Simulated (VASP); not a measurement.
# TaN (P-62m) in VASP: a series of runs

One crystal, TaN, is run at these levels: PBEsol+U; tasks: single point.

All numbers are computed with VASP 6.6.1; they aren't measurements. Logs are shortened: lines on timing, memory, paths and dates and some standing lists are left out, and cuts for length are marked.

### Step 1. The structure

Symmetry: P-62m, No. 189, hexagonal system. The conventional cell has a = 5.196 Å, b = 5.196 Å, c = 2.911 Å, α = 90.00°, β = 90.00°, γ = 120.00°. Around Ta (site symmetry -6) lie 6 N at 2.16 Å. Around Ta (site symmetry -62m) lie 3 N at 2.04 Å. N (site symmetry m2m) has 5 Ta at 2.04 to 2.16 Å as nearest neighbours.

### Step 2. Single point, PBEsol+U, collinear spin, ferromagnetic start

File INCAR:

```
PREC     = Accurate       # precision mode
ENCUT    = 520            # plane-wave cutoff, eV
EDIFF    = 1E-6           # SCF threshold, eV
ISMEAR   = 0              # smearing method
SIGMA    = 0.05           # smearing width, eV
LREAL    = F              # projectors in reciprocal space
LASPH    = T              # aspherical terms in the spheres
NELM     = 100            # most SCF steps
ALGO     = Fast           # electronic algorithm
ISIF     = 2              # what is computed and relaxed
LWAVE    = F              # write WAVECAR
LCHARG   = F              # write CHGCAR
ISPIN    = 2              # spin polarisation
MAGMOM   = 0.5 0.5 0.5 0 0 0 # initial moments
LORBIT   = 11             # projections on sites
LMAXMIX  = 4              # l up to which the mixer works
LDAU     = T              # DFT+U
LDAUTYPE = 2            
LDAUL    = 2 -1           # shell
LDAUU    = 2 0            # U, eV
LDAUJ    = 0 0          
LDAUPRINT= 1            
GGA      = PS             # functional
```

File KPOINTS:

```
Automatic mesh
0
Gamma
  5 5 8
```

File POSCAR:

```
TaN
1.0
    5.1960001500      0.0000000000      0.0000000000
   -2.5980000800      4.4998681300      0.0000000000
    0.0000000000      0.0000000000      2.9109996000
Ta N
3 3
Direct
    0.3333333333      0.6666666667      0.5000000000
    0.6666666667      0.3333333333      0.5000000000
    0.0000000000      0.0000000000      0.0000000000
    0.3928500000      0.0000000000      0.0000000000
    0.6071500000      0.6071500000      0.0000000000
    0.0000000000      0.3928500000      0.0000000000
```

Potentials or basis: VASP PAW PBE potentials, release 64 (Ta_pv, N).

The run is started by

```sh
$ cat potpaw_PBE.64/Ta_pv/POTCAR potpaw_PBE.64/N/POTCAR > POTCAR
$ mpirun -np 1 vasp_std > vasp.out
```

OUTCAR:

```text
PREC = Accurate
   ENCUT = 520
   EDIFF = 1E-6
   ISMEAR = 0
   LREAL = F
   LASPH = T
   NELM = 100
   ISIF = 2
   ISPIN = 2
   LORBIT = 11
   GGA = PS

 ion  position               nearest neighbor table
   1  0.333  0.667  0.500-   6 2.16   6 2.16   5 2.16   5 2.16   4 2.16   4 2.16   2 3.00   2 3.00
                             2 3.00   3 3.33   3 3.33   3 3.33   3 3.33   3 3.33   3 3.33
   2  0.667  0.333  0.500-   6 2.16   6 2.16   4 2.16   4 2.16   5 2.16   5 2.16   1 3.00   1 3.00
                             1 3.00   3 3.33   3 3.33   3 3.33   3 3.33   3 3.33   3 3.33
   3  0.000  0.000  0.000-   5 2.04   4 2.04   6 2.04   2 3.33   2 3.33   1 3.33   1 3.33   1 3.33
                             2 3.33   2 3.33   1 3.33   2 3.33   2 3.33   1 3.33   1 3.33
   4  0.393  0.000  0.000-   3 2.04   2 2.16   2 2.16   1 2.16   1 2.16
   5  0.607  0.607  0.000-   3 2.04   1 2.16   1 2.16   2 2.16   2 2.16
   6  0.000  0.393  0.000-   3 2.04   2 2.16   2 2.16   1 2.16   1 2.16

  LATTYP: Found a hexagonal cell.
 ALAT       =     5.1960001500
 C/A-ratio  =     0.5602385520

  Lattice vectors:

 A1 = (   5.1960001500,   0.0000000000,   0.0000000000)
 A2 = (  -2.5980000800,   4.4998681300,   0.0000000000)
 A3 = (   0.0000000000,   0.0000000000,   2.9109996000)

Analysis of symmetry for initial positions (statically):
=====================================================================
 Subroutine PRICEL returns:
 Original cell was already a primitive cell.

 Routine SETGRP: Setting up the symmetry group for a
 hexagonal supercell.

 Subroutine GETGRP returns: Found 12 space group operations
 (whereof 12 operations were pure point group operations)
 out of a pool of 24 trial point group operations.

The static configuration has the point symmetry D_3h.

Analysis of symmetry for dynamics (positions and initial velocities):
=====================================================================
 Subroutine PRICEL returns:
 Original cell was already a primitive cell.

 Routine SETGRP: Setting up the symmetry group for a
 hexagonal supercell.

 Subroutine GETGRP returns: Found 12 space group operations
 (whereof 12 operations were pure point group operations)
 out of a pool of 24 trial point group operations.

The dynamic configuration has the point symmetry D_3h.

Analysis of structural, dynamic, and magnetic symmetry:
=====================================================================
 Subroutine PRICEL returns:
 Original cell was already a primitive cell.

 Routine SETGRP: Setting up the symmetry group for a
 hexagonal supercell.

 Subroutine GETGRP returns: Found 12 space group operations
 (whereof 12 operations were pure point group operations)
 out of a pool of 24 trial point group operations.

The overall configuration has the point symmetry D_3h.

 Subroutine INISYM returns: Found 12 space group operations
 (whereof 12 operations are pure point group operations),
 and found     1 'primitive' translations

----------------------------------------------------------------------------------------

                                     Primitive cell

  volume of cell :      68.0630

  direct lattice vectors                    reciprocal lattice vectors
     5.196000150  0.000000000  0.000000000     0.192455730  0.111114367  0.000000000
    -2.598000080  4.499868130  0.000000000     0.000000000  0.222228735  0.000000000
     0.000000000  0.000000000  2.910999600     0.000000000  0.000000000  0.343524609

  length of vectors
     5.196000150  5.196000154  2.910999600     0.222228735  0.222228735  0.343524609

  position of ions in fractional coordinates (direct lattice)
     0.333333333  0.666666667  0.500000000
     0.666666667  0.333333333  0.500000000
     0.000000000  0.000000000  0.000000000
[... 101 lines left out ...]
   IMIX   =      4    mixing-type and parameters
     AMIX     =   0.40;   BMIX     =  1.00
     AMIX_MAG =   1.60;   BMIX_MAG =  1.00
  volume/ion in A,a.u.               =      11.34        76.55
  Fermi-wavevector in a.u.,A,eV,Ry     =   1.457197  2.753703 28.890918  2.123423
  Thomas-Fermi vector in A             =   2.574026
   LORBIT       =     11    0 simple, 1 ext, 2 COOP (PROOUT), +10 PAW based schemes
 LDA+U is selected, type is set to LDAUTYPE =  2
   angular momentum for each species LDAUL =     2   -1
   U (eV)           for each species LDAUU =   2.0  0.0
   J (eV)           for each species LDAUJ =   0.0  0.0
   GGA     = PS    functional components
   LHFCALC =     F    Hartree Fock is set to
   AEXX    =    0.0000 exact exchange contribution
   IVDW    =     0    specifies the selected vdW correction
   LEPSILON=     F    determine dielectric tensor
   LRPA    =     F    only Hartree local field effects (RPA)
 spin polarized calculation
 RMM-DIIS sequential band-by-band and
 Gauss-broadening in eV      SIGMA  =   0.05
  energy-cutoff  :      520.00
  volume of cell :       68.06
 maximum number of plane-waves:      1860
 NGX is ok and might be reduce to    40
   NGX = 19   NGY = 19   NGZ = 11

 number of electron      48.0000002 magnetization       0.0003520

atom =   1  type =  1  l = 2

 onsite density matrix

spin component  1
[... 83 lines left out ...]
  o =  0.1962  v = -0.0000 -0.5583  0.0000 -0.8296  0.0000  0.0000  0.0000  0.0000  0.0000  0.0000      0.0000  0.0000  0.0000  0.0000  0.0000  0.0000  0.0000  0.0000  0.0000  0.0000
  o =  0.1962  v = -0.0000  0.8296 -0.0000 -0.5583  0.0000  0.0000  0.0000  0.0000  0.0000  0.0000      0.0000  0.0000  0.0000  0.0000  0.0000  0.0000  0.0000  0.0000  0.0000  0.0000
  o =  0.1962  v =  0.0000  0.0000  0.0000  0.0000  0.0000 -0.0000 -0.5583 -0.0000 -0.8296 -0.0000      0.0000  0.0000  0.0000  0.0000  0.0000  0.0000  0.0000  0.0000  0.0000  0.0000
  o =  0.1962  v =  0.0000  0.0000  0.0000  0.0000  0.0000 -0.0000  0.8296  0.0000 -0.5583  0.0000      0.0000  0.0000  0.0000  0.0000  0.0000  0.0000  0.0000  0.0000  0.0000  0.0000
  o =  0.2394  v = -0.0542  0.0000 -0.0000 -0.0000  0.9985  0.0000  0.0000  0.0000  0.0000  0.0000      0.0000  0.0000  0.0000  0.0000  0.0000  0.0000  0.0000  0.0000  0.0000  0.0000
  o =  0.2394  v = -0.9985 -0.0000  0.0000  0.0000 -0.0542  0.0000  0.0000  0.0000  0.0000  0.0000      0.0000  0.0000  0.0000  0.0000  0.0000  0.0000  0.0000  0.0000  0.0000  0.0000
  o =  0.2394  v =  0.0000  0.0000  0.0000  0.0000  0.0000 -0.0506 -0.0000 -0.0000  0.0000  0.9987      0.0000  0.0000  0.0000  0.0000  0.0000  0.0000  0.0000  0.0000  0.0000  0.0000
  o =  0.2394  v =  0.0000  0.0000  0.0000  0.0000  0.0000 -0.9987  0.0000  0.0000  0.0000 -0.0506      0.0000  0.0000  0.0000  0.0000  0.0000  0.0000  0.0000  0.0000  0.0000  0.0000
  o =  0.3281  v = -0.0000 -0.0000 -1.0000 -0.0000 -0.0000  0.0000  0.0000  0.0000  0.0000  0.0000      0.0000  0.0000  0.0000  0.0000  0.0000  0.0000  0.0000  0.0000  0.0000  0.0000
  o =  0.3281  v =  0.0000  0.0000  0.0000  0.0000  0.0000 -0.0000  0.0000 -1.0000 -0.0000 -0.0000      0.0000  0.0000  0.0000  0.0000  0.0000  0.0000  0.0000  0.0000  0.0000  0.0000

 number of electron      48.0000002 magnetization      -0.0000450

 Free energy of the ion-electron system (eV)
  ---------------------------------------------------
  ext. energy  EPLUGINS =         0.00000000
  ---------------------------------------------------
  free energy    TOTEN  =       -65.96698115 eV

  energy without entropy =      -65.96428694  energy(sigma->0) =      -65.96563405

 E-fermi :   8.6272     XC(G=0): -13.1689

 val. band max:        8.3560645493   @ k =   0.2000   0.0000   0.1250
 cond. band min:       8.6491636911   @ k =   0.2000   0.0000   0.2500
 fundamental gap:      0.2930991419
 Fermi energy:         8.6272126203

 spin component 1

 k-point     1 :       0.0000    0.0000    0.0000
  band No.  band energies     occupation
      1     -28.1793      1.00000
      2     -28.1793      1.00000
      3     -27.8291      1.00000
      4     -27.8291      1.00000
      5     -27.6500      1.00000
      6     -27.5440      1.00000
[... 757 lines left out ...]
     28      10.6496      0.00000
     29      11.9093      0.00000

 [... further k-points ...]

 spin component 2

 k-point     1 :       0.0000    0.0000    0.0000
  band No.  band energies     occupation
      1     -28.1792      1.00000
      2     -28.1792      1.00000
      3     -27.8290      1.00000
      4     -27.8290      1.00000
      5     -27.6500      1.00000
      6     -27.5439      1.00000
[... 757 lines left out ...]
     28      10.6496      0.00000
     29      12.0184      0.00000

 [... further k-points ...]

------------------------ aborting loop because EDIFF is reached ----------------------------------------

  FORCE on cell =-STRESS in cart. coord.  units (eV):
  Direction    XX          YY          ZZ          XY          YZ          ZX
  --------------------------------------------------------------------------------------
  -------------------------------------------------------------------------------------
  Total        1.4133703      1.4133703      1.0045253     -0.0000000      0.0000000      0.0000000
  in kB       33.2702036     33.2702036     23.6461467     -0.0000000      0.0000000      0.0000000
  external PRESSURE =      30.0621846 kB  Pullay stress =       0.0000000 kB

 VOLUME and BASIS-vectors are now :
 -----------------------------------------------------------------------------
  energy-cutoff  :      520.00
  volume of cell :       68.06
      direct lattice vectors                 reciprocal lattice vectors
     5.196000150  0.000000000  0.000000000     0.192455730  0.111114367  0.000000000
    -2.598000080  4.499868130  0.000000000     0.000000000  0.222228735  0.000000000
     0.000000000  0.000000000  2.910999600     0.000000000  0.000000000  0.343524609

 POSITION                                       TOTAL-FORCE (eV/Angst)
 -----------------------------------------------------------------------------------
     -0.00000      2.99991      1.45550         0.000000      0.000000     -0.000000
      2.59800      1.49996      1.45550         0.000000      0.000000     -0.000000
      0.00000      0.00000      0.00000         0.000000      0.000000     -0.000000
      2.04125      0.00000      0.00000         0.110081      0.000000      0.000000
      1.57738      2.73209      0.00000        -0.055041     -0.095333     -0.000000
     -1.02062      1.76777      0.00000        -0.055041      0.095333     -0.000000
 -----------------------------------------------------------------------------------
    total drift:                               -0.000002     -0.000003      0.000000

  FREE ENERGIE OF THE ION-ELECTRON SYSTEM (eV)
  ---------------------------------------------------
  free  energy   TOTEN  =       -65.9669811482 eV

  energy  without entropy=      -65.9642869434  energy(sigma->0) =      -65.96563405

 total charge

# of ion       s       p       d       tot
------------------------------------------
    1        0.301   6.275   2.320   8.896
    2        0.301   6.275   2.320   8.896
    3        0.344   6.233   2.349   8.925
    4        1.232   2.564   0.000   3.797
    5        1.232   2.564   0.000   3.797
    6        1.232   2.564   0.000   3.797
--------------------------------------------------
tot          4.643  26.475   6.989  38.107

 magnetization (x)

# of ion       s       p       d       tot
------------------------------------------
    1       -0.000   0.000  -0.000  -0.000
    2       -0.000   0.000  -0.000  -0.000
    3       -0.000   0.000  -0.000  -0.000
    4        0.000   0.000   0.000   0.000
    5        0.000   0.000   0.000   0.000
    6        0.000   0.000   0.000   0.000
--------------------------------------------------
tot          0.000   0.000  -0.000  -0.000
```

Run time: 89 s. Hardware: 1 thread of Intel Xeon Platinum 8488C (Sapphire Rapids), shared host; peak memory 0.25 GiB.

What came out:

```yaml
Free_energy: -65.9670 eV
Pressure: 3.0 GPa
Largest_force: 0.110 eV/Å
Band_gap_on_the_k_mesh: none (metal or under the smearing width)
Net_moment: 0.00 μB per cell
Valence_electrons_inside_the_program's_atomic_spheres: Ta 8.90, 8.93; N 3.80
```

Forces in eV/Å, atoms in the order of the input:
```
Ta   0.000  0.000  0.000
Ta   0.000  0.000  0.000
Ta   0.000  0.000  0.000
N    0.110  0.000  0.000
N   -0.055 -0.095  0.000
N   -0.055  0.095  0.000
```

Eigenvalues of the final occupation matrices:
| site | spin | trace | eigenvalues |
| --- | --- | --- | --- |
| site 1 d | 1 | 1.19 | 0.22 0.22 0.23 0.23 0.28 |
| site 1 d | 2 | 1.19 | 0.22 0.22 0.23 0.23 0.28 |
| site 2 d | 1 | 1.19 | 0.22 0.22 0.23 0.23 0.28 |
| site 2 d | 2 | 1.19 | 0.22 0.22 0.23 0.23 0.28 |
| site 3 d | 1 | 1.20 | 0.20 0.20 0.24 0.24 0.33 |
| site 3 d | 2 | 1.20 | 0.20 0.20 0.24 0.24 0.33 |

Caveat: the PAW data sets were made with another functional, which shifts forces and pressure a little. The run has no spin-orbit coupling, so splittings on Ta are missing.

[end of part 1 of 2]
